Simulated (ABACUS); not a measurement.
Write the native input for ABACUS 3.10.1 that does the following.

```yaml
Task: single point
Functional: PBEsol
Potentials_or_basis: PseudoDojo NC SR 0.4.1 PBEsol standard
Cutoff: 789 eV
Density_cutoff: 3157 eV
Basis: plane waves
k_mesh: 10 × 10 × 5
Occupations: fermi-dirac, width 0.05 eV
Spin: no spin polarisation
Radial_cutoff_of_the_potentials_pseudo_rcut: 7 bohr
SCF_threshold_on_the_density: 1e-08
Max_SCF_steps: 100
Eigensolver: dav
Mixing: broyden
Mixing_share: 0.7
Symmetry_key: 1
Bands: 16
```

Crystal: Hf.

```
Hf
1.0
     3.19670    0.00000    0.00000
    -1.59835    2.76842    0.00000
     0.00000    0.00000    5.05780
Hf
2
Cartesian
  1.5984 0.9228 3.7934
  0.0000 1.8456 1.2645
```

These files were run (other wordings do the same):

INPUT

```
INPUT_PARAMETERS
suffix              Hf
calculation         scf
basis_type          pw
pseudo_dir          ./
symmetry            1
dft_functional      pbesol
ecutwfc             58
pseudo_rcut         7
nspin               1
nbands              16
ks_solver           dav
smearing_method     fd
smearing_sigma      0.00367493
scf_thr             1e-08
scf_nmax            100
mixing_type         broyden
mixing_beta         0.7
cal_force           1
cal_stress          1
kpar                4
```

STRU

```
ATOMIC_SPECIES
Hf 178.4900 Hf.upf

LATTICE_CONSTANT
1.8897261246

LATTICE_VECTORS
3.1967000000 0.0000000000 0.0000000000
-1.5983500000 2.7684234083 0.0000000000
0.0000000000 0.0000000000 5.0578000000

ATOMIC_POSITIONS
Direct

Hf
0.0
2
0.6666666667 0.3333333333 0.7500000000 1 1 1
0.3333333333 0.6666666667 0.2500000000 1 1 1
```

KPT

```
K_POINTS
0
Gamma
10 10 5 0 0 0
```

Potentials or basis: PseudoDojo NC SR 0.4.1 PBEsol standard, plane waves.

Run with:

```console
$ OMP_NUM_THREADS=1 mpirun -np 4 abacus > log
```

Results of the run:

The pressure is -3.6 GPa and the band gap on the k mesh is none (metal or under the smearing width).

It took 11 s on 4 MPI ranks on Intel(R) Xeon(R) Platinum 8259CL CPU @ 2.50GHz (Skylake/Cascade Lake), with other jobs on the host, peak memory 0.32 GiB a rank.
